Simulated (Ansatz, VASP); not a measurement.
# Two plane-wave programs on Mo

The input INCAR:

```
PREC = Accurate ; ENCUT = 600
EDIFF = 1E-6 ; ISMEAR = -1
SIGMA = 0.1 ; LREAL = False
LASPH = True ; NELM = 60
ALGO = Normal ; ISIF = 3
LWAVE = False ; LCHARG = False
GGA = PS ; IBRION = 2
NSW = 60 ; EDIFFG = -0.005
```

Contents of KPOINTS:

```
regular mesh
0
Gamma
  15 15 15
```

Contents of POSCAR:

```
Mo
1.0
    2.5501591596      0.0000000000      0.0000000000
    0.0000000000      2.5501591596      0.0000000000
    0.0000000000      0.0000000000      2.5501591596
Mo
1
Direct
    0.0000000000      0.0000000000      0.0000000000
```

Input for Ansatz:

```yaml
crystal:
  lattice:
    - [2.5501591596, 0.0, 0.0]
    - [0.0, 2.5501591596, 0.0]
    - [0.0, 0.0, 2.5501591596]
  atoms:
    - { symbol: Mo, position: [0.0, 0.0, 0.0] }
kpoints:
  mp_grid: { grid: [15, 15, 15] }
scf:
  occupations: { method: fermi_dirac, width: 0.1 }
hamiltonian:
  xc: pbesol
  pseudopotentials: { kind: paw }
output:
  forces: true
  stress: true
  write_density: true
  write_potential: true
  elf: true
  volumetric_format: npy
relax:
  f_tol: 0.005
  max_steps: 40
  cell: {}
```

Alike in both runs: task relaxation of cell and atoms; functional PBEsol; k mesh 15 × 15 × 15; occupations fermi-dirac, width 0.1 eV; no spin polarisation.

|  | VASP | Ansatz |
| --- | --- | --- |
| version | VASP 6.6.1 | Ansatz 0.2.0 |
| potentials or method | VASP PAW PBE potentials, release 64 (Mo_sv) | PAW with Ansatz's default frozen-core files, scalar-relativistic |
| plane-wave cutoff (eV) | 600 | 420 |
| valence electrons in the cell | 14 | 14 |

```csv
,VASP,Ansatz,Ansatz less VASP
relaxed volume (Å³/atom),17.04,17.00,-0.039
relaxed cell length with the largest relative difference (Å),2.573,2.571,-0.0019
energy change over the relaxation (meV/atom),-8,-7,+1.3
```

Caveats: the PAW data sets were made with another functional, which shifts forces and pressure a little (VASP).
